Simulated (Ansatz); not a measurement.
An input for Ansatz 0.2.0 (Ti2CO2/Ti2CO2 (MXene bilayer)):

```yaml
crystal:
  lattice:
    - [2.9826688811, 0.0, 0.0]
    - [-1.4913344405, 2.5830670221, 0.0]
    - [0.0, 0.0, 46.4]
  atoms:
    - { symbol: C, position: [0.0, 0.0, 0.4225925787] }
    - { symbol: Ti, position: [0.3333333333, 0.6666666667, 0.4504337059] }
    - { symbol: Ti, position: [0.6666666667, 0.3333333333, 0.394745721] }
    - { symbol: O, position: [0.6666666667, 0.3333333333, 0.469926986] }
    - { symbol: O, position: [0.3333333333, 0.6666666667, 0.375140669] }
    - { symbol: C, position: [0.3333333333, 0.6666666667, 0.5774074213] }
    - { symbol: Ti, position: [0.6666666667, 0.3333333333, 0.605254279] }
    - { symbol: Ti, position: [0.0, 0.0, 0.5495662941] }
    - { symbol: O, position: [0.0, 0.0, 0.624859331] }
    - { symbol: O, position: [0.6666666667, 0.3333333333, 0.530073014] }
  periodic: [true, true, false]
kpoints:
  mp_grid: { grid: [6, 6, 1] }
  band_path:
    path: [[0.0, 0.0, 0.0], [0.5, 0.0, 0.0], [0.3333333333, 0.3333333333, 0.0]]
    npoints: 1
hamiltonian:
  xc: hse06
  pseudopotentials: { kind: paw, azcp: { folder: soft_1 } }
scf:
  occupations: { method: fixed }
  n_extra_bands: 7
output:
  eigenvalues: true
```

```sh
ansatz run input.yaml --threads 4 --pin off --max-ram 17510MiB --backend cpu --events-out ev --progress --plain --runs-dir out
```

Q: Estimate wall time and host memory on 4 threads of Arm Neoverse V1, shared host.

It took 2.5 min; on shared hardware allow 75 s to 5 min. Peak host memory was 5.5 GiB. The sizes that set the cost: 6815 plane waves a state, 7 irreducible k points and 29 SCF cycles.

Exact exchange couples every pair of k points and filled bands, so it costs far more than a semilocal run.

[Paths, hosts, dates, memory and timing lines, banners, echoed tables and standing remarks are left out of the program output.]

[Logs are printed without paths, hosts, clocks, repeated set-up lines and the standing remarks that a program may print on its own settings, such as how far it seeks lower states.]

[Runs of the session that timed out or met a known fault of the program may be left out.]

[Cells called generated may have been cut or substituted from an entry of the Crystallography Open Database or the Materials Project.]

[Hosts, paths, dates, database ids (printed as entryN), source tags and the programs' standing remarks are cut or masked in the printed files.]
